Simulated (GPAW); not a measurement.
# CaSe (Cm) in GPAW: density of states with PBEsol+D3(BJ)

Aim: the density of states of CaSe with PBEsol+D3(BJ).

Everything below comes from runs of GPAW 26.7.0. Logs are shortened: lines on timing, memory, paths and dates and some standing lists are left out, and cuts for length are marked. The log counts tension as positive stress, the text compression.

### Step 1. The cell of the first run

The structure is monoclinic, space group Cm (No. 8). The conventional cell has a = 7.241 Å, b = 4.180 Å, c = 4.180 Å, α = 90.00°, β = 125.26°, γ = 90.00°. Around Se (site symmetry m) lie 6 Ca at 2.93 to 2.98 Å. Ca (site symmetry m) has 6 Se at 2.93 to 2.98 Å as nearest neighbours.

### Step 2. Density of states, PBEsol+D3(BJ) (atoms moved at random, drawn with an rms of 0.02 Å)

Contents of run.py:

```python
import numpy as np
from ase.calculators.mixing import SumCalculator
from ase.dft.bandgap import bandgap
from ase.io import read, write
from ase.units import Bohr, GPa
from dftd3.ase import DFTD3
from gpaw import GPAW, PW, setup_paths
from gpaw.elf import elf_from_dft_calculation

setup_paths.insert(0, '.')

atoms = read('POSCAR')

calc = GPAW(mode=PW(600),
            xc='PBEsol',
            kpts={'size': (8, 8, 8), 'gamma': True},
            occupations={'name': 'fermi-dirac', 'width': 0.05},
            nbands=16,
            convergence={'density': 1e-05, 'energy': 1e-05},
            maxiter=150,
            txt='gpaw.txt')
atoms.calc = SumCalculator([calc, DFTD3(method='pbesol', damping='d3bj')])
energy = atoms.get_potential_energy()
forces = atoms.get_forces()
stress = atoms.get_stress()
calc.write('gs.gpw')
write('result.traj', atoms)
print(f'Energy: {energy:.6f} eV')
print('Forces (eV/A):')
print(forces.round(4))
print('Stress (GPa):', (stress / GPa).round(3))
print('Fermi level:', round(calc.get_fermi_level(), 4), 'eV')
print(f'Gap: {bandgap(calc)[0]:.4f} eV, direct: {bandgap(calc, direct=True)[0]:.4f} eV')

# fields on the real-space grid
write('density.cube', atoms, data=calc.get_pseudo_density() * Bohr**3)
write('potential.cube', atoms, data=calc.get_electrostatic_potential())
write('elf.cube', atoms, data=elf_from_dft_calculation(calc).data)

dense = calc.fixed_density(kpts={'size': (12, 12, 12), 'gamma': True}, update_fermi_level=True,
                           nbands=28, convergence={'bands': 'CBM+6.0', 'eigenstates': 1e-6}, txt='dos.txt')
ef = dense.get_fermi_level()
dos = dense.dos(shift_fermi_level=False)
energies = np.linspace(ef - 14, ef + 6, 401)
spins = [None]
columns = [energies] + [dos.raw_dos(energies, spin=s, width=0.1) for s in spins]
for symbol, l in [('Ca', 0), ('Ca', 1), ('Ca', 2), ('Se', 0), ('Se', 1), ('Se', 2)]:
    for s in spins:
        columns.append(sum(dos.raw_pdos(energies, a=a.index, l=l, spin=s, width=0.1)
                           for a in atoms if a.symbol == symbol))
np.savetxt('dos.dat', np.array(columns).T, fmt='%.4f')
print('Fermi level on the dense mesh:', round(ef, 4), 'eV')
```

Contents of POSCAR:

```
CaSe
1.0
    0.0000000000      2.9560000000      2.9560000000
    2.9560000000      0.0000000000      2.9560000000
    2.9560000000      2.9560000000      0.0000000000
Se Ca
1 1
Direct
    0.4970730000      0.5009440000      0.5003150000
   -0.0017440000     -0.0074430000      0.0039590000
```

Potentials or basis: PAW data sets generated in the run's folder for this functional, pw.

Run with:

```console
gpaw-setup -f PBEsol Ca Se
OMP_NUM_THREADS=1 python run.py
```

gpaw.txt:

```text
__  _  _
 | _ |_)|_||  |
 |__||  | ||/\| - 26.7.0

Input parameters:
  mode=PW(ecut=600.0),
  convergence={'density': 1e-05, 'energy': 1e-05},
  kpts=MonkhorstPack(size=(8, 8, 8), gamma=True),
  maxiter=150,
  nbands=16,
  occupations=Occupations(name='fermi-dirac', width=0.05),
  xc=XC(name='PBEsol')

Diagonalizing LCAO Hamiltonian
Converting LCAO to pw mode

                Se

       Ca

Atoms  # Å, Bohr magnetons
|   | symbol |         x |        y |         z |    initial magnetic moments |
|---|--------|-----------|----------|-----------|-----------------------------|
| 0 |     Se |  2.959722 | 2.948279 |  2.950138 | ( 0.0000,  0.0000,  0.0000) |
| 1 |     Ca | -0.010299 | 0.006548 | -0.027157 | ( 0.0000,  0.0000,  0.0000) |

Unit cell  # Å
| periodic |        x |        y |        z |  lengths |    angles |
|----------|----------|----------|----------|----------|-----------|
|      yes | 0.000000 | 2.956000 | 2.956000 | 4.180415 | 60.000000 |
|      yes | 2.956000 | 0.000000 | 2.956000 | 4.180415 | 60.000000 |
|      yes | 2.956000 | 2.956000 | 0.000000 | 4.180415 | 60.000000 |

Number of symmetries: 1
Symmetry operations  # r_c * U_cc + t_c -> r_c
|   | kind |            matrix            |
|---|------|------------------------------|
| 0 |  E   |  1, 0, 0,  0, 1, 0,  0, 0, 1 |

BZ-sampling:
  Number of BZ points: 512
  Number of IBZ points: 260

  Monkhorst-Pack size: [8, 8, 8]
  Monkhorst-Pack shift: [0.0625, 0.0625, 0.0625]

K-points  # in reciprocal-cell coordinates
|     |                                coordinates |     weight |
|-----|--------------------------------------------|------------|
|   0 | (  0.00000000,   0.00000000,   0.00000000) | 0.00195312 |
|   1 | (  0.00000000,   0.00000000,   0.12500000) | 0.00390625 |
|   2 | (  0.00000000,   0.00000000,   0.25000000) | 0.00390625 |
|   3 | (  0.00000000,   0.00000000,   0.37500000) | 0.00390625 |
|   4 | (  0.00000000,   0.00000000,   0.50000000) | 0.00195312 |
|   5 | (  0.00000000,   0.12500000,  -0.37500000) | 0.00390625 |
|   6 | (  0.00000000,   0.12500000,  -0.25000000) | 0.00390625 |
|   7 | (  0.00000000,   0.12500000,  -0.12500000) | 0.00390625 |
|   8 | (  0.00000000,   0.12500000,   0.00000000) | 0.00390625 |
|   9 | (  0.00000000,   0.12500000,   0.12500000) | 0.00390625 |
| ... |                                            |            |
| 259 | (  0.50000000,   0.50000000,   0.50000000) | 0.00195312 |

Plane wave coefficients: 1759
Cutoff: 600.0 eV

Spin-components: 1 (collinear spins)
Bands:           16
Projectors:      10
Spin-degeneracy: 2
Datatype:        complex128

Parallelization:
  kpt:    1
  domain: 1
  band:   1

Density:
  Valence electrons: 16.0
  Components: 1
  Grid points: [24 24 24]
  Charge: 0.0  # |e|

Potential:
  Grid points: [24 24 24]

species:
  Se:
    name:    Selenium
    Z:       34.0
    valence: 6
    core:    28
    charge:  0.0  # [|e|]
    compensation charges:
      type: gauss
      rc: 0.27  # [Å]
      lmax: 2
    cutoffs:
      filter: 1.77  # [Å]
      core: 2.67  # [Å]
    projectors
    | kind |    occ | energy [eV] | rcut [Å] |
    |------|--------|-------------|----------|
    |   4s |  2.000 |     -17.281 |    0.847 |
    |   4p |  4.000 |      -6.511 |    1.005 |
    |    s |        |       9.930 |    0.847 |
    |    p |        |      20.700 |    1.005 |
    |    d |        |       0.000 |    0.847 |

    Using partial waves for Se as LCAO basis

  Ca:
    name:    Calcium
    Z:       20.0
    valence: 10
    core:    10
    charge:  0.0  # [|e|]
    compensation charges:
      type: gauss
      rc: 0.37  # [Å]
      lmax: 2
    cutoffs:
      filter: 2.10  # [Å]
      core: 1.17  # [Å]
    projectors
    | kind |    occ | energy [eV] | rcut [Å] |
    |------|--------|-------------|----------|
    |   3s |  2.000 |     -46.952 |    1.175 |
    |   4s |  2.000 |      -3.764 |    1.175 |
    |   3p |  6.000 |     -27.950 |    1.154 |
    |    p |        |      -0.738 |    1.154 |
    |    d |        |       0.000 |    0.937 |

    Using partial waves for Ca as LCAO basis

Reference energy: -84545.884184  # eV

eigensolver:
  PPCG
  Converge bands: occupied
  niter=2

density mixing:
  MSR1-Mixer
  Pratt-step length: 0.05
  Maximum mixing coefficient: 0.75
  Old densities: 10
  SVD Regularization: 0.005
  Good broyden scale: 1.0
  Trust region scale: 1.0
  Backstep threshold: 4.0
  History deletion threshold: 6.0
  Fourier metric: weight=20.0, sigma=0.015

occupation numbers:
  Fermi-Dirac:
    width: 0.0500  # eV

poisson solver:
  ecut: 4800.0  # eV

xc functional:
  name: PBEsol with 2 nearest neighbor stencil

convergence criteria:
- Maximum integral of absolute [dens]ity change: 1e-05 electrons / valence electron
- Maximum [total energy] change in last 3 cyles: 1e-05 eV / valence electron
- Maximum integral of absolute [eigenst]ate change: 4e-08 eV^2 / valence electron
maximum number of iterations: 150

SCF iterations
|iter     | |      energy | eigst |  dens |
|---------|-|-------------|-------|-------|
|iter:   1| |  -10.142366 | +0.19 |       |
|iter:   2| |  -10.188450 | -1.48 | -1.23 |
|iter:   3| |  -10.154928 | -2.54 | -1.26 |
|iter:   4| |  -10.154188 | -3.42 | -1.58 |
|iter:   5| |  -10.148485 | -3.45 | -1.84 |
|iter:   6| |  -10.148388 | -5.20 | -2.60 |
|iter:   7| |  -10.148378c| -5.70 | -3.02 |
|iter:   8| |  -10.148378c| -7.19 | -4.11 |
|iter:   9| |  -10.148378c| -7.55c| -4.57 |
|iter:  10| |  -10.148378c| -8.26c| -5.58c|

Converged in 10 steps
Energy contributions relative to reference atoms: (reference = -84545.884184)

Energy contributions:
  Kinetic:          11.706615
  Coulomb:          -9.531264
  Zero:             -0.605740
  External:          0.000000
  Xc:              -11.717989
  Entropy:          -0.000000
  Spinorbit:         0.000000
  ----------------------------
  Free energy:     -10.148378
  Extrapolated:    -10.148378

dipole moment: (-0.149190, 0.092506, 19.179701)  # |e|*Ang

Fermi level: 5.420
Eigenvalues  # (at kpt = [0.000, 0.000, 0.000])
| band index |      eig [eV] | occ [0-2] |
|------------|---------------|-----------|
|          0 |       -35.138 |     2.000 |
|          1 |       -16.241 |     2.000 |
|          2 |       -16.241 |     2.000 |
|          3 |       -16.241 |     2.000 |
|          4 |        -7.421 |     2.000 |
|          5 |         4.393 |     2.000 |
[... 8 lines left out ...]
|         14 |        13.930 |     0.000 |
|         15 |        16.708 |     0.000 |

Gap: 1.955 eV
Transition (v -> c):
  (s=0, k=0, n=7, [0.00, 0.00, 0.00]) -> (s=0, k=255, n=8, [0.50, 0.50, 0.00])
Direct/indirect transitions are different
Direct gap: 2.903 eV
Transition at: (s=0, k=255, n=7, [0.50, 0.50, 0.00])

Forces  # eV/Ang
|        x |        y |        z |
|----------|----------|----------|
| -0.04204 |  0.04279 | -0.06394 |  # Se   0
|  0.04204 | -0.04279 |  0.06394 |  # Ca   1

Stress tensor  # eV/Ang^3
|         x |         y |         z |
|-----------|-----------|-----------|
|  0.005292 | -0.000018 |  0.000026 |
| -0.000018 |  0.005289 | -0.000027 |
|  0.000026 | -0.000027 |  0.005187 |

# Writing to gs.gpw (mode='')
```

Run time: 3.9 min. Hardware: 1 thread of Intel Xeon 6975P-C (Granite Rapids), shared host; peak memory 1.4 GiB.

Results:

- Free energy: -10.8268 eV
- Pressure: -3.0 GPa
- Largest force: 0.088 eV/Å
- Band gap on the k mesh: 1.95 eV, indirect (least direct gap 2.90 eV)
- Dispersion energy per atom: -0.339 eV

Forces in eV/Å, atoms in the order of the input:
```
Se  -0.042  0.043 -0.064
Ca   0.042 -0.043  0.064
```

States per cell in windows of 0.5 eV (zero at the valence-band top; states under -8 eV left out):
| from (eV) | total | Se p | Ca s | Se s | Ca p | Ca d | Se d |
| --- | --- | --- | --- | --- | --- | --- | --- |
| -8.0 | 0.00 | 0.00 | 0.00 | 0.00 | 0.00 | 0.00 | 0.00 |
| -7.5 | 0.00 | 0.00 | 0.00 | 0.00 | 0.00 | 0.00 | 0.00 |
| -7.0 | 0.00 | 0.00 | 0.00 | 0.00 | 0.00 | 0.00 | 0.00 |
| -6.5 | 0.00 | 0.00 | 0.00 | 0.00 | 0.00 | 0.00 | 0.00 |
| -6.0 | 0.00 | 0.00 | 0.00 | 0.00 | 0.00 | 0.00 | 0.00 |
| -5.5 | 0.00 | 0.00 | 0.00 | 0.00 | 0.00 | 0.00 | 0.00 |
| -5.0 | 0.00 | 0.00 | 0.00 | 0.00 | 0.00 | 0.00 | 0.00 |
| -4.5 | 0.00 | 0.00 | 0.00 | 0.00 | 0.00 | 0.00 | 0.00 |
| -4.0 | 0.00 | 0.00 | 0.00 | 0.00 | 0.00 | 0.00 | 0.00 |
| -3.5 | 0.18 | 0.10 | 0.06 | 0.00 | 0.00 | 0.00 | 0.00 |
| -3.0 | 1.03 | 0.61 | 0.25 | 0.01 | 0.00 | 0.00 | 0.00 |
| -2.5 | 0.69 | 0.43 | 0.11 | 0.01 | 0.00 | 0.00 | 0.00 |
| -2.0 | 0.85 | 0.60 | 0.05 | 0.01 | 0.00 | 0.00 | 0.00 |
| -1.5 | 2.13 | 1.72 | 0.04 | 0.00 | 0.01 | 0.00 | 0.00 |
| -1.0 | 0.93 | 0.81 | 0.01 | 0.00 | 0.00 | 0.00 | 0.00 |
| -0.5 | 0.20 | 0.19 | 0.00 | 0.00 | 0.00 | 0.00 | 0.00 |
| 0.0 | 0.00 | 0.00 | 0.00 | 0.00 | 0.00 | 0.00 | 0.00 |
| 0.5 | 0.00 | 0.00 | 0.00 | 0.00 | 0.00 | 0.00 | 0.00 |
| 1.0 | 0.00 | 0.00 | 0.00 | 0.00 | 0.00 | 0.00 | 0.00 |
| 1.5 | 0.00 | 0.00 | 0.00 | 0.00 | 0.00 | 0.00 | 0.00 |
| 2.0 | 0.11 | 0.00 | 0.00 | 0.00 | 0.00 | 0.00 | 0.00 |
| 2.5 | 0.25 | 0.02 | 0.00 | 0.00 | 0.00 | 0.00 | 0.00 |
| 3.0 | 0.43 | 0.04 | 0.02 | 0.01 | 0.00 | 0.00 | 0.00 |
| 3.5 | 0.70 | 0.06 | 0.07 | 0.03 | 0.00 | 0.00 | 0.00 |
| 4.0 | 1.02 | 0.08 | 0.10 | 0.06 | 0.00 | 0.00 | 0.00 |
| 4.5 | 1.36 | 0.09 | 0.17 | 0.06 | 0.00 | 0.00 | 0.00 |
| 5.0 | 2.28 | 0.14 | 0.46 | 0.08 | 0.00 | 0.00 | 0.00 |
| 5.5 | 2.91 | 0.22 | 0.26 | 0.11 | 0.00 | 0.00 | 0.00 |
| 6.0 | 1.17 | 0.13 | 0.16 | 0.06 | 0.00 | 0.00 | 0.00 |
| 6.5 | 0.54 | 0.09 | 0.24 | 0.02 | 0.00 | 0.00 | 0.00 |
